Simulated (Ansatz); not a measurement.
# MgO2 (R-3m) in Ansatz: notebook

Runs on MgO2. Level: PBEsol. Tasks: phonons, elastic constants.

Program: Ansatz 0.2.0. These are calculated values, not measurements. Logs are shortened: lines on timing, memory, paths and dates and some standing lists are left out, and cuts for length are marked.

## (1) Starting point

It takes space group R-3m (No. 166, trigonal). Conventional cell: a = 3.210 Å, b = 3.210 Å, c = 10.482 Å, α = 90.00°, β = 90.00°, γ = 120.00°. Mg (site symmetry -3m) is surrounded by 6 O at 2.11 Å. Around O (site symmetry 3m) lie 1 O at 1.49 Å.

The cell comes from a database or a generator and needn't be the stable form of this composition.

## (2) Phonons, PBEsol

Input file input.yaml:

```yaml
crystal:
  lattice:
    - [1.604761016, 0.9265092046, 3.4939788749]
    - [-1.604761016, 0.9265092046, 3.4939788749]
    - [0.0, -1.8530184092, 3.4939788749]
  atoms:
    - { symbol: Mg, position: [0.0, 0.0, 0.0] }
    - { symbol: O, position: [0.571214, 0.571214, 0.571214] }
    - { symbol: O, position: [0.428786, 0.428786, 0.428786] }
hamiltonian:
  xc: pbesol
  pseudopotentials: { kind: paw }
kpoints:
  mp_grid: { grid: [8, 8, 8] }
scf:
  occupations: { method: fixed }
phonons:
  method: dfpt
  dielectric: true
  rigid_motions: translations
```

Potentials or basis: Ansatz PAW.

On the command line:

```bash
> ansatz run input.yaml --threads 2 --pin off --max-ram 5632MiB --backend cpu --events-out ev --progress --plain --runs-dir out
```

Log:

```text
Warning: RAYON_NUM_THREADS=2 ignored (pool sized by the plan → 2); use --threads N
Engine: ansatz 0.2.0, x86_64-unknown-linux-gnu
Pseudopotentials: kind: paw
Pseudopotential: Mg, paw, valence charge 10, recommended cutoff 420 eV (normal), Mg.paw.azcp
Pseudopotential: O, paw, valence charge 6, recommended cutoff 420 eV (normal), O.paw.azcp
Functional definition: PBEsol
  exchange = pbesol_x
  correlation = pbesol_c
Crystal: 3 atoms, lattice volume = 31.170 Å³
Basis set: ecut = 420 eV, 617 PW (Γ), exchange–correlation on 54×54×54 points (8 copies of the dense FFT grid, shifted against one another)
Bands: 15, of which v1, the nominal top of the filled ones, is band 11 counted from 1 (10 counted from 0)
Symmetry: 12 space group operations
k-points: 150 of 512 (irreducible under 2 space group operations, time reversal used)
Non-local potential: Mg, projectors of the file, l = 0: 3, l = 1: 2, l = 2: 1
Non-local potential: O, projectors of the file, l = 0: 2, l = 1: 2, l = 2: 1
PAW form: soft (Blöchl's): semilocal exchange-correlation on the pseudo side does not see the compensation charge
PAW frozen core: Mg, regenerated for the run's functional, and the local potential with it (the file was generated under x = pbe(κ = 0.804, μ = 0.2195149727645171), c = pbe(β = 0.06672455060314922))
PAW frozen core: O, regenerated for the run's functional, and the local potential with it (the file was generated under x = pbe(κ = 0.804, μ = 0.2195149727645171), c = pbe(β = 0.06672455060314922))
PAW one-centre angular grid: Mg, 110 points (default); XC on 64 Gauss nodes
PAW one-centre angular grid: O, 110 points (default); XC on 64 Gauss nodes
Initial density: superposition of atomic densities (neutral atoms: chi_scale 0, normalization atom), corrected by the library's trained network
Initial wavefunctions: pseudopotential atomic-orbital guess
Functional: x = pbesol(κ = 0.804, μ = 0.12345679012345678), c = pbesol(β = 0.046)
SCF iter   1: F=—  HF=-3033.657098 eV  |F-HF|=—  |Δ(HF+E_count)|=         —  Δρ=1.35e-2  dr2=4.98e-2  ethr=1.77e-3  ⟨swp⟩=4.2  Hψ=10657  notcnv=0  defer=237
preconditioner: auto → none  [insulator: Δε(μ)=2.226 eV  Ē_g=16.093 eV  n_scr=14 (ndim 8)  ℏωp=24.9 eV  f_vac=0.038  ε∞_Penn≈3.4]
SCF iter   2: F=—  HF=-3033.643429 eV  |F-HF|=—  |Δ(HF+E_count)|=   1.37e-2  Δρ=5.22e-3  dr2=4.58e-3  ethr=2.26e-4  ⟨swp⟩=2.0  Hψ=4504  notcnv=0  defer=298
SCF iter   3: F=—  HF=-3033.642036 eV  |F-HF|=—  |Δ(HF+E_count)|=   1.39e-3  Δρ=1.37e-3  dr2=1.71e-4  ethr=2.08e-5  ⟨swp⟩=2.4  Hψ=3382  notcnv=0  defer=300
SCF iter   4: F=—  HF=-3033.642153 eV  |F-HF|=—  |Δ(HF+E_count)|=   1.17e-4  Δρ=1.79e-4  dr2=3.07e-6  ethr=7.77e-7  ⟨swp⟩=2.0  Hψ=4200  notcnv=0  defer=300
SCF iter   5: F=—  HF=-3033.642159 eV  |F-HF|=—  |Δ(HF+E_count)|=   5.65e-6  Δρ=1.87e-5  dr2=5.04e-8  ethr=1.39e-8  ⟨swp⟩=2.4  Hψ=3541  notcnv=0  defer=10
SCF iter   6: F=—  HF=-3033.642159 eV  |F-HF|=—  |Δ(HF+E_count)|=   2.10e-7  Δρ=4.28e-6  dr2=3.66e-9  ethr=2.29e-10  ⟨swp⟩=2.0  Hψ=3660  notcnv=0
SCF iter   7: F=-3033.642159 eV  HF=-3033.642159 eV  |F-HF|=5.32e-11  |Δ(HF+E_count)|=   1.94e-9  Δρ=7.51e-7  dr2=8.77e-11  ethr=1.00e-12  ⟨swp⟩=6.7  Hψ=13865  notcnv=0
SCF 1 converged in 7 iterations: F = -3033.642159 eV  dr2 = 8.77e-11
NSCF: frozen V_eff on 5 k-points
DFPT response loops at Γ: preconditioner auto → none (the input reference at scf.mixing.eps_inf says where Resta's filter doesn't serve); β = 0.50; Broyden in place of MSR1
── the response to a field inside a basis, on 8×8×8 k-points: an SCF that follows is theirs, and a resumed run solves both again ──
Bands: 12, of which v1, the nominal top of the filled ones, is band 11 counted from 1 (10 counted from 0)
k-points: 60 of 512
Initial density: handed on by an earlier stage of this run
Initial wavefunctions: pseudopotential atomic-orbital guess (no wavefunctions were taken with the density)
Eigensolver: Dense (60 Hₖ)
SCF iter   1: F=—  HF=-3033.648195 eV  |F-HF|=—  |Δ(HF+E_count)|=         —  Δρ=8.05e-4  dr2=2.94e-5  ethr=1.00e-1
preconditioner: auto → none  [insulator: Δε(μ)=2.324 eV  Ē_g=11.435 eV  n_scr=14 (ndim 8)  ℏωp=24.9 eV  f_vac=0.041  ε∞_Penn≈5.7]
[... 30 lines left out ...]
  k-point 2: bands = ["-66.8005", "-33.7612", "-33.7512", "-33.7375", "-14.6780", "-8.3227", "-0.9960", "1.6228", "2.8093", "5.2270", "5.2669", "10.8390", "12.8375", "17.9439", "18.5630"]
  k-point 149: bands = ["-66.8015", "-33.7675", "-33.7340", "-33.7340", "-14.4201", "-9.8119", "1.3563", "2.4604", "2.4604", "6.3085", "6.3085", "8.5417", "11.1876", "15.6008", "20.3797"]
--- Phonons (Γ-DFPT): 4 representative perturbations + reference, on 150 of 512 k-points (Σ response iterations 13) ---
  k mesh reduced under 2 symmetry operations, with k and −k counted as one. Each operation leaves every solved perturbation unchanged. A smaller set is not considered because the run solves the response to a homogeneous field
  ASR residual: 3.759e-4 → 0.000e0 eV/Å²; symmetrization residual: 4.985e-6 eV/Å²
  ASR residual per site (eV/Å²): 3.76e-4 1.89e-4 1.89e-4
  Γ frequencies (cm⁻¹): 0.00 0.00 0.00 310.73 310.73 354.67 381.29 381.29 885.38
  ε∞ (high-frequency dielectric tensor):
        2.868000     0.000000     0.000000
        0.000000     2.868000     0.000000
       -0.000000     0.000000     4.160487
  ε⁰ (static dielectric tensor: ions relaxed, cell fixed):
        6.138195     0.000000     0.000000
        0.000000     6.138195     0.000000
        0.000000     0.000000     8.101713
  ε⁰ − ε∞ (ionic part):
        3.270195     0.000000     0.000000
        0.000000     3.270195     0.000000
        0.000000     0.000000     3.941226
  softest optical mode at Γ: 310.73 cm⁻¹; the repairs (sum rule, projections) moved no ω² at Γ by more than (2.23 cm⁻¹)²
  Born effective charges Z* (e; rows j = field, columns β = displacement):
    site 0:
         2.03956   -0.00000    0.00000
         0.00000    2.03956    0.00000
         0.00000    0.00000    2.08275
    site 1:
        -1.01978    0.00000   -0.00000
        -0.00000   -1.01978   -0.00000
        -0.00000   -0.00000   -1.04137
    site 2:
        -1.01978   -0.00000    0.00000
        -0.00000   -1.01978   -0.00000
        -0.00000   -0.00000   -1.04137
  Z* charge neutrality: 5.459e-4 e pre-enforcement
  solved inside a basis spanned on kpoints, on 8×8×8 k-points, its susceptibility summed on 12×12×12: ε∞ is read to err by 1.0e-2, Z* by 1.1e-2 e (field_mesh: kpoints solves on kpoints); Z* is corrected for what the basis lacks
  optical modes at Γ without the LO–TO term, one row a degenerate level:
      ω (cm⁻¹)  modes    IR ((D/Å)²/amu)
        310.73      2             0.0000
        354.67      1             7.2452
        381.29      2            13.8957
        885.38      1             0.0000
  optical modes at Γ + LO–TO along q̂ = [1.0000, 0.0000, 0.0000]:
      ω (cm⁻¹)  modes    IR ((D/Å)²/amu)
        310.73      2             0.0000
        354.67      1             7.2452
        381.29      1             6.9478
        557.81      1             6.9478
        885.38      1             0.0000
  optical modes at Γ + LO–TO along q̂ = [0.0000, 1.0000, 0.0000]:
      ω (cm⁻¹)  modes    IR ((D/Å)²/amu)
        310.73      2             0.0000
        354.67      1             7.2452
        381.29      1             6.9478
        557.81      1             6.9478
        885.38      1             0.0000
  optical modes at Γ + LO–TO along q̂ = [0.0000, 0.0000, 1.0000]:
      ω (cm⁻¹)  modes    IR ((D/Å)²/amu)
        310.73      2             0.0000
        381.29      2            13.8957
        494.92      1             7.2452
        885.38      1             0.0000
```

It took 32 s on 2 threads of AMD EPYC 7R43 (Zen 3), shared host; peak memory 0.59 GiB.

What came out:

```yaml
Free_energy: -3033.6422 eV
Band_gap_on_the_k_mesh: 2.23 eV, direct
Electronic_dielectric_tensor_diagonal: 2.87, 2.87, 4.16
Born_charges_mean_of_the_diagonal: Mg +2.05; O -1.03 e
Highest_phonon_frequency_at_Γ_LO-TO_splitting_left_out: 885 cm⁻¹
Static_dielectric_tensor_diagonal: 6.14, 6.14, 8.10
```

Levels at points of the mesh, in eV from the valence-band top:
| k point | band 7 | band 8 | band 9 | band 10 | band 11 | band 12 | band 13 | band 14 | band 15 |
| --- | --- | --- | --- | --- | --- | --- | --- | --- | --- |
| (0.00, 0.00, 0.00) | -7.70 | -3.33 | -3.33 | -0.81 | -0.81 | 4.48 | 4.80 | 11.98 | 13.80 |
| (0.00, 0.00, -0.50) | -6.68 | -6.06 | -3.66 | -1.26 | -1.13 | 4.14 | 8.50 | 10.12 | 12.43 |
| (0.00, -0.50, 0.00) | -6.68 | -6.06 | -3.66 | -1.26 | -1.13 | 4.14 | 8.50 | 10.12 | 12.43 |
| (0.00, -0.50, -0.50) | -6.04 | -5.38 | -4.34 | -2.17 | -0.13 | 3.47 | 7.71 | 10.90 | 12.23 |
| (-0.50, -0.50, 0.00) | -6.04 | -5.38 | -4.34 | -2.17 | -0.13 | 3.47 | 7.71 | 10.90 | 12.23 |
| (-0.50, -0.50, -0.50) | -4.95 | -3.85 | -3.85 | 0.00 | 0.00 | 2.23 | 4.88 | 9.29 | 14.07 |

Phonon frequencies in cm⁻¹ (negative: imaginary):
| q point | frequencies |
| --- | --- |
| (0.000, 0.000, 0.000) | 0 0 0 311 311 355 381 381 885 |

Electronic dielectric tensor:
```
2.87 0.00 0.00
0.00 2.87 0.00
0.00 0.00 4.16
```

Born effective charge tensors (e):
atom 1, Mg
```
2.04 0.00 0.00
0.00 2.04 0.00
0.00 0.00 2.08
```
atom 2, O
```
-1.02  0.00  0.00
 0.00 -1.02  0.00
 0.00  0.00 -1.04
```
atom 3, O
```
-1.02  0.00  0.00
 0.00 -1.02  0.00
 0.00  0.00 -1.04
```

Static dielectric tensor, electrons and zone-centre modes:
```
6.14 0.00 0.00
0.00 6.14 0.00
0.00 0.00 8.10
```

Caveat: the PAW data sets come from PBE, with cores solved anew for the run's functional, which leaves a small shift of forces and pressure.

## (3) Elastic constants, PBEsol

input.yaml, as its differences from that of step 2:

```diff
@@ -16,5 +16,7 @@
   occupations: { method: fixed }
-phonons:
-  method: dfpt
-  dielectric: true
-  rigid_motions: translations
+output:
+  forces: true
+  stress: true
+elastic:
+  mode: relaxed_ion
+  stencil: two_point
```

Potentials or basis: Ansatz PAW.

On the command line:

```bash
> ansatz run input.yaml --threads 2 --pin off --max-ram 5632MiB --backend cpu --events-out ev --progress --plain --runs-dir out
```

Log:

```text
Warning: RAYON_NUM_THREADS=2 ignored (pool sized by the plan → 2); use --threads N
[... 7 set-up lines as earlier in the session ...]
Crystal: 3 atoms, lattice volume = 31.170 Å³
Basis set: ecut = 420 eV, 617 PW (Γ), exchange–correlation on 54×54×54 points (8 copies of the dense FFT grid, shifted against one another)
Bands: 15, of which v1, the nominal top of the filled ones, is band 11 counted from 1 (10 counted from 0)
[... 1 set-up line as earlier in the session ...]
Space group: R-3m (ITA 166), of the structure as read, at distance tolerance 3.1e-5 Å
k-points: 65 of 512
[... 1 set-up line as earlier in the session ...]
[... 384 lines left out ...]
         0.000     -0.000     -0.000     -0.000      7.082     51.641
  reference stress σ⁰ (GPa):      4.132      4.132      5.265     -0.000      0.000     -0.000
  C* (energy form; C + prestress term) asymmetry max|C*_kj − C*_jk| = 3.111e-1 GPa — a small one proves nothing (zero by symmetry where the batch's group is 432, −43m or m−3m); a large one is finite-difference/SCF noise where every solve meets its electron count
  moduli (Voigt/Reuss/Hill, GPa): K = 114.90/109.23/112.07   G = 67.63/59.28/63.45   E = 160.14   ν = 0.262
  mechanically stable: yes (min eigenvalue of sym C = 46.37 GPa)
  strain η (Voigt 11):  stress-route row diagonal C_11 = 177.04 GPa, energy-path curvature d²(F+E_count+ΔE)/dδ²/Ω₀ = 175.93 GPa
         δ    σ_11 (GPa)             F (eV)   n_scf  n_hpsi   n_pw
    -2.000e-3       3.7766       -3033.6456728       8   37609    629   relax 4 steps, max|allowed force component| 2.78e-5 eV/Å
     2.000e-3       4.4848       -3033.6423990       8   37839    629   relax 3 steps, max|allowed force component| 8.09e-6 eV/Å
  strain η (Voigt 33):  stress-route row diagonal C_33 = 339.79 GPa, energy-path curvature d²(F+E_count+ΔE)/dδ²/Ω₀ = 340.14 GPa
         δ    σ_33 (GPa)             F (eV)   n_scf  n_hpsi   n_pw
    -2.000e-3       4.5846       -3033.6459968       6   14993    624   relax 3 steps, max|allowed force component| 3.29e-6 eV/Å
     2.000e-3       5.9438       -3033.6419918       8   16393    629   relax 3 steps, max|allowed force component| 6.12e-6 eV/Å
  strain η (Voigt 23):  stress-route row diagonal C_44 = 55.97 GPa, energy-path curvature d²(F+E_count+ΔE)/dδ²/Ω₀ = 53.66 GPa
         δ    σ_23 (GPa)             F (eV)   n_scf  n_hpsi   n_pw
    -2.000e-3      -0.1119       -3033.6440751       6   33985    629   relax 3 steps, max|allowed force component| 1.56e-5 eV/Å
     2.000e-3       0.1120       -3033.6440699       7   36162    629   relax 3 steps, max|allowed force component| 1.44e-7 eV/Å
```

Wall time 33 s (2 threads of AMD EPYC 7R43 (Zen 3), shared host); peak memory 0.42 GiB.

Results:

- Free energy: -3033.6441 eV
- Pressure: -4.5 GPa
- Band gap on the k mesh: 2.33 eV, direct
- Voigt bulk modulus: 115 GPa

Stress tensor (GPa, compression positive):
```
-4.13  0.00  0.00
 0.00 -4.13  0.00
 0.00  0.00 -5.26
```

Elastic tensor in Voigt notation (GPa, in the Cartesian axes of the cell as first typed):
```
177  74  49   7   0   0
 74 177  49  -7   0   0
 47  47 340   0   0   0
  7  -7   0  56   0   0
  0   0   0   0  56   7
  0   0   0   0   7  52
```

Caveat: the cell is more than 3 GPa from zero pressure, which shifts response properties; the pressure holds a Pulay correction of +0.8 GPa for the finite cutoff; the PAW data sets come from PBE, with cores solved anew for the run's functional, which leaves a small shift of forces and pressure.
